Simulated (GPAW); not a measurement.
# AlN (P6_3mc) in GPAW: notebook

Aim: see how the results for AlN move with the level of theory and the settings. Levels: PBEsol, PBE, RPBE, LDA. Tasks: G0W0 quasiparticle levels.

Program: GPAW 26.7.0. These are calculated values, not measurements. Logs are shortened: lines on timing, memory, paths and dates and some standing lists are left out, and cuts for length are marked. The log counts tension as positive stress, the text compression.

## 1. Starting point

It takes space group P6_3mc (No. 186, hexagonal). The conventional cell has a = 3.113 Å, b = 3.113 Å, c = 4.981 Å, α = 90.00°, β = 90.00°, γ = 120.00°. Around Al (site symmetry 3m) lie 4 N at 1.89 Å. N (site symmetry 3m) has 4 Al at 1.89 Å as nearest neighbours.

## 2. G0W0 quasiparticle levels, PBEsol

Contents of run.py:

```python
import json
import numpy as np
from ase import Atoms
from ase.dft.bandgap import bandgap
from ase.io import write
from gpaw import GPAW, PW, setup_paths
from gpaw.response.g0w0 import G0W0

setup_paths.insert(0, '.')

atoms = Atoms(['Al', 'Al', 'N', 'N'],
              cell=[[3.113, 0.0, 0.0],
                    [-1.5565, 2.695937082, 0.0],
                    [0.0, 0.0, 4.981]],
              scaled_positions=[[0.6666666667, 0.3333333333, 0.5],
                                [0.3333333333, 0.6666666667, 0.0],
                                [0.6666666667, 0.3333333333, 0.88],
                                [0.3333333333, 0.6666666667, 0.38]],
              pbc=True)

calc = GPAW(mode=PW(550),
            xc='PBEsol',
            kpts={'size': (4, 4, 2), 'gamma': True},
            occupations={'name': 'fermi-dirac', 'width': 0.001},
            nbands=18,
            convergence={'density': 1e-06},
            maxiter=150,
            txt='gpaw.txt')
atoms.calc = calc
energy = atoms.get_potential_energy()
calc.write('gs.gpw')
write('result.traj', atoms)
print(f'Energy: {energy:.6f} eV')
print('Fermi level:', round(calc.get_fermi_level(), 4), 'eV')
print(f'Gap: {bandgap(calc)[0]:.4f} eV, direct: {bandgap(calc, direct=True)[0]:.4f} eV')

calc.diagonalize_full_hamiltonian(nbands=98)
calc.write('full.gpw', mode='all')

ibz = calc.get_ibz_k_points()
gap, vbm, cbm = bandgap(calc, output=None)
gap, direct, _ = bandgap(calc, direct=True, output=None)
gamma = int(np.abs(ibz).sum(1).argmin())
kpts = sorted({gamma, vbm[1], cbm[1], direct[1]})
gw = G0W0(calc='full.gpw',
          filename='gw',
          ecut=100,
          ecut_extrapolation=True,
          relbands=(-2, 2),
          kpts=kpts,
          integrate_gamma='WS',
          ppa=True)
gw.calculate()
results = {mode: {key: np.asarray(r[key]).tolist() for key in ['f', 'eps', 'vxc', 'exx', 'sigma', 'Z', 'qp', 'sigma_eskn']}
           for mode, r in gw.all_results.items()}
json.dump({'kpts': ibz[kpts].tolist(), 'results': results}, open('gw.json', 'w'))
for mode, r in results.items():
    f, qp = np.array(r['f']), np.array(r['qp'])
    print(mode, 'quasiparticle energies (eV):')
    print(qp.round(3))
    print(mode, 'gap:', round(qp[f < 0.5].min() - qp[f > 0.5].max(), 4), 'eV')
```

Potentials or basis: PAW data sets generated in the run's folder for this functional, pw.

The run is started by

```console
$ gpaw-setup -x -f PBEsol Al N
$ OMP_NUM_THREADS=1 python run.py
```

gpaw.txt:

```text
__  _  _
 | _ |_)|_||  |
 |__||  | ||/\| - 26.7.0

Input parameters:
  mode=PW(ecut=550.0),
  convergence={'density': 1e-06},
  kpts=MonkhorstPack(size=(4, 4, 2), gamma=True),
  maxiter=150,
  nbands=18,
  occupations=Occupations(name='fermi-dirac', width=0.001),
  xc=XC(name='PBEsol')

Diagonalizing LCAO Hamiltonian
Converting LCAO to pw mode

           N

           Al
        N

        Al

Atoms  # Å, Bohr magnetons
|   | symbol |         x |        y |        z |    initial magnetic moments |
|---|--------|-----------|----------|----------|-----------------------------|
| 0 |     Al |  1.556500 | 0.898646 | 2.490500 | ( 0.0000,  0.0000,  0.0000) |
| 1 |     Al | -0.000000 | 1.797291 | 0.000000 | ( 0.0000,  0.0000,  0.0000) |
| 2 |      N |  1.556500 | 0.898646 | 4.383280 | ( 0.0000,  0.0000,  0.0000) |
| 3 |      N | -0.000000 | 1.797291 | 1.892780 | ( 0.0000,  0.0000,  0.0000) |

Unit cell  # Å
| periodic |         x |        y |        z |  lengths |     angles |
|----------|-----------|----------|----------|----------|------------|
|      yes |  3.113000 | 0.000000 | 0.000000 | 3.113000 |  90.000000 |
|      yes | -1.556500 | 2.695937 | 0.000000 | 3.113000 |  90.000000 |
|      yes |  0.000000 | 0.000000 | 4.981000 | 4.981000 | 120.000000 |

Number of symmetries: 6
Symmetry operations  # r_c * U_cc + t_c -> r_c
|   | kind |            matrix            |
|---|------|------------------------------|
| 0 |  σ   |  1, 1, 0,  0,-1, 0,  0, 0, 1 |
| 1 |  E   |  1, 0, 0,  0, 1, 0,  0, 0, 1 |
| 2 |  C3  |  0, 1, 0, -1,-1, 0,  0, 0, 1 |
| 3 |  σ   |  0,-1, 0, -1, 0, 0,  0, 0, 1 |
| 4 |  σ   | -1, 0, 0,  1, 1, 0,  0, 0, 1 |
| 5 |  C3  | -1,-1, 0,  1, 0, 0,  0, 0, 1 |

BZ-sampling:
  Number of BZ points: 32
  Number of IBZ points: 8

  Monkhorst-Pack size: [4, 4, 2]
  Monkhorst-Pack shift: [0.125, 0.125, 0.25]

K-points  # in reciprocal-cell coordinates
|   |                                coordinates |     weight |
|---|--------------------------------------------|------------|
| 0 | (  0.00000000,   0.00000000,   0.00000000) | 0.03125000 |
| 1 | (  0.00000000,   0.00000000,   0.50000000) | 0.03125000 |
| 2 | (  0.25000000,   0.00000000,   0.00000000) | 0.18750000 |
| 3 | (  0.25000000,   0.00000000,   0.50000000) | 0.18750000 |
| 4 | (  0.50000000,   0.25000000,   0.00000000) | 0.18750000 |
| 5 | (  0.50000000,   0.25000000,   0.50000000) | 0.18750000 |
| 6 | (  0.50000000,   0.50000000,   0.00000000) | 0.09375000 |
| 7 | (  0.50000000,   0.50000000,   0.50000000) | 0.09375000 |

Plane wave coefficients: 1232
Cutoff: 550.0 eV

Spin-components: 1 (collinear spins)
Bands:           18
Projectors:      20
Spin-degeneracy: 2
Datatype:        complex128

Parallelization:
  kpt:    1
  domain: 1
  band:   1

Density:
  Valence electrons: 16.0
  Components: 1
  Grid points: [18 18 27]
  Charge: 0.0  # |e|

Potential:
  Grid points: [18 18 27]

species:
  Al:
    name:    Aluminium
    Z:       13.0
    valence: 3
    core:    10
    charge:  0.0  # [|e|]
    compensation charges:
      type: gauss
      rc: 0.34  # [Å]
      lmax: 2
    cutoffs:
      filter: 1.91  # [Å]
      core: 2.36  # [Å]
    projectors
    | kind |    occ | energy [eV] | rcut [Å] |
    |------|--------|-------------|----------|
    |   3s |  2.000 |      -7.715 |    1.085 |
    |   3p |  1.000 |      -2.689 |    1.085 |
    |    s |        |      19.497 |    1.085 |
    |    p |        |      24.522 |    1.085 |
    |    d |        |       0.000 |    1.085 |

    Using partial waves for Al as LCAO basis

  N:
    name:    Nitrogen
    Z:       7.0
    valence: 5
    core:    2
    charge:  0.0  # [|e|]
    compensation charges:
      type: gauss
      rc: 0.18  # [Å]
      lmax: 2
    cutoffs:
      filter: 1.11  # [Å]
      core: 0.96  # [Å]
    projectors
    | kind |    occ | energy [eV] | rcut [Å] |
    |------|--------|-------------|----------|
    |   2s |  2.000 |     -18.455 |    0.603 |
    |   2p |  3.000 |      -7.035 |    0.529 |
    |    s |        |       8.756 |    0.603 |
    |    p |        |      20.177 |    0.529 |
    |    d |        |       0.000 |    0.577 |

    Using partial waves for N as LCAO basis

Reference energy: -16132.195633  # eV

eigensolver:
  PPCG
  Converge bands: occupied
  niter=2

density mixing:
  MSR1-Mixer
  Pratt-step length: 0.05
  Maximum mixing coefficient: 0.75
  Old densities: 10
  SVD Regularization: 0.005
  Good broyden scale: 1.0
  Trust region scale: 1.0
  Backstep threshold: 4.0
  History deletion threshold: 6.0
  Fourier metric: weight=20.0, sigma=0.015

occupation numbers:
  Fermi-Dirac:
    width: 0.0010  # eV

poisson solver:
  ecut: 4400.0  # eV

xc functional:
  name: PBEsol with 2 nearest neighbor stencil

convergence criteria:
- Maximum integral of absolute [dens]ity change: 1e-06 electrons / valence electron
- Maximum [total energy] change in last 3 cyles: 0.0005 eV / valence electron
- Maximum integral of absolute [eigenst]ate change: 4e-08 eV^2 / valence electron
maximum number of iterations: 150

SCF iterations
|iter     | |      energy | eigst |  dens |
|---------|-|-------------|-------|-------|
|iter:   1| |  -34.295998 | -0.27 |       |
|iter:   2| |  -33.350214 | -2.08 | -0.57 |
|iter:   3| |  -30.542386 | -0.77 | -0.62 |
|iter:   4| |  -30.542441 | -2.98 | -1.26 |
|iter:   5| |  -30.545971c| -3.53 | -1.57 |
|iter:   6| |  -30.546051c| -5.62 | -2.79 |
|iter:   7| |  -30.546067c| -6.44 | -3.18 |
|iter:   8| |  -30.546067c| -7.77c| -4.23 |
|iter:   9| |  -30.546067c| -7.76c| -4.62 |
|iter:  10| |  -30.546067c| -8.77c| -5.15 |
|iter:  11| |  -30.546067c| -9.70c| -5.68 |
|iter:  12| |  -30.546067c|-10.75c| -6.30c|

Converged in 12 steps
Energy contributions relative to reference atoms: (reference = -16132.195633)

Energy contributions:
  Kinetic:          30.906511
  Coulomb:         -25.765560
  Zero:             -0.103825
  External:          0.000000
  Xc:              -35.583193
  Entropy:          -0.000000
  Spinorbit:         0.000000
  ----------------------------
  Free energy:     -30.546067
  Extrapolated:    -30.546067

dipole moment: (0.000008, -0.000006, -6.791969)  # |e|*Ang

Fermi level: 6.467
Eigenvalues  # (at kpt = [0.000, 0.000, 0.000])
| band index |      eig [eV] | occ [0-2] |
|------------|---------------|-----------|
|          0 |        -9.134 |     2.000 |
|          1 |        -6.955 |     2.000 |
|          2 |         0.000 |     2.000 |
|          3 |         5.228 |     2.000 |
|          4 |         5.228 |     2.000 |
|          5 |         5.891 |     2.000 |
[... 8 lines left out ...]
|         14 |        19.109 |     0.000 |
|         15 |        19.109 |     0.000 |
|        ... |               |           |
|         17 |        20.700 |     0.000 |

Gap: 4.093 eV
Transition (v -> c):
  (s=0, k=0, n=7, [0.00, 0.00, 0.00]) -> (s=0, k=0, n=8, [0.00, 0.00, 0.00])
No difference between direct/indirect transitions
# Writing to gs.gpw (mode='')

Matrix size: 1232x1232
# Writing to full.gpw (mode='all')
```

Run time: 42 s. Hardware: 1 thread of INTEL XEON PLATINUM 8581C at 2.10GHz (Emerald Rapids), shared host; peak memory 0.37 GiB.

The run converged, but some of its settings lie outside the range that counts as converged, so its numbers aren't taken as properties of the crystal.

What came out:

```
Free energy                              : -30.5461 eV
Band gap on the k mesh, mean-field level : 4.09 eV, direct
Quasiparticle gap                        : 5.89 eV
Least direct quasiparticle gap           : 5.89 eV
```

Caveat: the k mesh is coarse (spacing up to 0.63 Å⁻¹), so the values aren't converged; the quasiparticle gap is taken among the few k points that were corrected; the k mesh is too small for a converged quasiparticle gap; the long-wavelength limit can be off by a per cent or two.

## 3. G0W0 quasiparticle levels, PBE

Edit run.py of step 2 so:

```diff
@@ -5,6 +5,4 @@
 from ase.io import write
-from gpaw import GPAW, PW, setup_paths
+from gpaw import GPAW, PW
 from gpaw.response.g0w0 import G0W0
-
-setup_paths.insert(0, '.')
 
@@ -21,3 +19,3 @@
 calc = GPAW(mode=PW(550),
-            xc='PBEsol',
+            xc='PBE',
             kpts={'size': (4, 4, 2), 'gamma': True},
```

Potentials or basis: GPAW PAW data sets (gpaw-data 1.2.1), pw.

The run is started by

```console
$ OMP_NUM_THREADS=1 python run.py
```

gpaw.txt:

```text
__  _  _
 | _ |_)|_||  |
 |__||  | ||/\| - 26.7.0

Input parameters:
  mode=PW(ecut=550.0),
  convergence={'density': 1e-06},
  kpts=MonkhorstPack(size=(4, 4, 2), gamma=True),
  maxiter=150,
  nbands=18,
  occupations=Occupations(name='fermi-dirac', width=0.001),
  xc=XC(name='PBE')

Diagonalizing LCAO Hamiltonian
Converting LCAO to pw mode

           N

           Al
        N

        Al

Atoms  # Å, Bohr magnetons
|   | symbol |         x |        y |        z |    initial magnetic moments |
|---|--------|-----------|----------|----------|-----------------------------|
| 0 |     Al |  1.556500 | 0.898646 | 2.490500 | ( 0.0000,  0.0000,  0.0000) |
| 1 |     Al | -0.000000 | 1.797291 | 0.000000 | ( 0.0000,  0.0000,  0.0000) |
| 2 |      N |  1.556500 | 0.898646 | 4.383280 | ( 0.0000,  0.0000,  0.0000) |
| 3 |      N | -0.000000 | 1.797291 | 1.892780 | ( 0.0000,  0.0000,  0.0000) |

Unit cell  # Å
| periodic |         x |        y |        z |  lengths |     angles |
|----------|-----------|----------|----------|----------|------------|
|      yes |  3.113000 | 0.000000 | 0.000000 | 3.113000 |  90.000000 |
|      yes | -1.556500 | 2.695937 | 0.000000 | 3.113000 |  90.000000 |
|      yes |  0.000000 | 0.000000 | 4.981000 | 4.981000 | 120.000000 |

Number of symmetries: 6
Symmetry operations  # r_c * U_cc + t_c -> r_c
|   | kind |            matrix            |
|---|------|------------------------------|
| 0 |  σ   |  1, 1, 0,  0,-1, 0,  0, 0, 1 |
| 1 |  E   |  1, 0, 0,  0, 1, 0,  0, 0, 1 |
| 2 |  C3  |  0, 1, 0, -1,-1, 0,  0, 0, 1 |
[... 112 lines left out ...]
  Fourier metric: weight=20.0, sigma=0.015

occupation numbers:
  Fermi-Dirac:
    width: 0.0010  # eV

poisson solver:
  ecut: 4400.0  # eV

xc functional:
  name: PBE with 2 nearest neighbor stencil

convergence criteria:
- Maximum integral of absolute [dens]ity change: 1e-06 electrons / valence electron
- Maximum [total energy] change in last 3 cyles: 0.0005 eV / valence electron
- Maximum integral of absolute [eigenst]ate change: 4e-08 eV^2 / valence electron
maximum number of iterations: 150

SCF iterations
|iter     | |      energy | eigst |  dens |
|---------|-|-------------|-------|-------|
|iter:   1| |  -32.863677 | -0.27 |       |
|iter:   2| |  -31.872500 | -2.07 | -0.56 |
|iter:   3| |  -28.982911 | -0.75 | -0.61 |
|iter:   4| |  -29.004694 | -2.93 | -1.24 |
|iter:   5| |  -29.016799 | -3.43 | -1.55 |
|iter:   6| |  -29.016910 | -5.24 | -2.75 |
|iter:   7| |  -29.016934c| -6.36 | -3.13 |
|iter:   8| |  -29.016934c| -7.67c| -4.21 |
|iter:   9| |  -29.016934c| -7.61c| -4.55 |
|iter:  10| |  -29.016934c| -8.41c| -5.00 |
|iter:  11| |  -29.016934c| -9.36c| -5.59 |
|iter:  12| |  -29.016934c|-10.33c| -6.12c|

Converged in 12 steps
Energy contributions relative to reference atoms: (reference = -16170.289538)

Energy contributions:
  Kinetic:          30.415851
  Coulomb:         -25.037592
  Zero:             -0.101420
  External:          0.000000
  Xc:              -34.293773
  Entropy:          -0.000000
  Spinorbit:         0.000000
  ----------------------------
  Free energy:     -29.016934
  Extrapolated:    -29.016934

dipole moment: (0.000015, -0.000010, -6.809810)  # |e|*Ang

Fermi level: 6.490
Eigenvalues  # (at kpt = [0.000, 0.000, 0.000])
| band index |      eig [eV] | occ [0-2] |
|------------|---------------|-----------|
|          0 |        -9.055 |     2.000 |
|          1 |        -6.913 |     2.000 |
|          2 |         0.163 |     2.000 |
|          3 |         5.330 |     2.000 |
|          4 |         5.330 |     2.000 |
|          5 |         5.988 |     2.000 |
[... 8 lines left out ...]
|         14 |        19.307 |     0.000 |
|         15 |        19.307 |     0.000 |
|        ... |               |           |
|         17 |        20.974 |     0.000 |

Gap: 4.169 eV
Transition (v -> c):
  (s=0, k=0, n=7, [0.00, 0.00, 0.00]) -> (s=0, k=0, n=8, [0.00, 0.00, 0.00])
No difference between direct/indirect transitions
# Writing to gs.gpw (mode='')

Matrix size: 1232x1232
# Writing to full.gpw (mode='all')
```

stdout:

```text
Energy: -29.016934 eV
Fermi level: 6.4896 eV
Gap: 4.1689 eV, direct: 4.1689 eV
IBZ(<points: 8, symmetries: 6>)
Occupied bands: 8
Calculating eigenvalues:
  k-points: 1
  Bands: 6-9 (inclusive)
HSE06-eigenvalue shifts:
  min: -4.030 eV
  ave: 0.514 eV
  max: 5.294 eV
GW quasiparticle energies (eV):
[[[ 4.96   5.182 11.083 13.567]]]
GW gap: 5.9011 eV
```

gw.w.txt:

```text
FrequencyGridDescriptor(from 0.000+0.000j to 0.000+27.211j eV, 2 points)
FrequencyGridDescriptor(from 0.000+0.000j to 0.000+27.211j eV, 2 points)

BZ k-points: Symmetries present (total): 6

32 k-points: 4 x 4 x 2 Monkhorst-Pack grid + [1/8,1/8,1/4]
8 k-points in the irreducible part of the Brillouin zone
       k-points in crystal coordinates                weights
[... 133 lines left out ...]
sigma:   Self-energies [eV]
dsigma:  Self-energy derivatives
Z:       Renormalization factors
qp:      QP-energies [eV]

k-point 0 (0): (0.000, 0.000, 0.000)                GW
band       f     eps     vxc     exx   sigma  dsigma       Z      qp
                                                                   GW
   6   1.000   5.988 -17.660 -21.690   2.728  -0.266   0.790   4.960
   7   1.000   6.168 -17.795 -21.740   2.694  -0.268   0.789   5.182
   8   0.000  10.337 -14.443  -9.707  -3.826  -0.220   0.819  11.083
   9   0.000  12.795 -13.174  -7.880  -4.362  -0.206   0.829  13.567
```

Run time: 45 s. Hardware: 1 thread of INTEL XEON PLATINUM 8581C at 2.10GHz (Emerald Rapids), shared host; peak memory 0.36 GiB.

The run converged, but some of its settings lie outside the range that counts as converged, so its numbers aren't taken as properties of the crystal.

What came out:

* Free energy: -29.0169 eV
* Band gap on the k mesh, mean-field level: 4.17 eV, direct
* Quasiparticle gap: 5.90 eV
* Least direct quasiparticle gap: 5.90 eV

Caveat: the k mesh is coarse (spacing up to 0.63 Å⁻¹), so the values aren't converged; the quasiparticle gap is taken among the few k points that were corrected; the k mesh is too small for a converged quasiparticle gap; the long-wavelength limit can be off by a per cent or two.

[end of part 1 of 2]
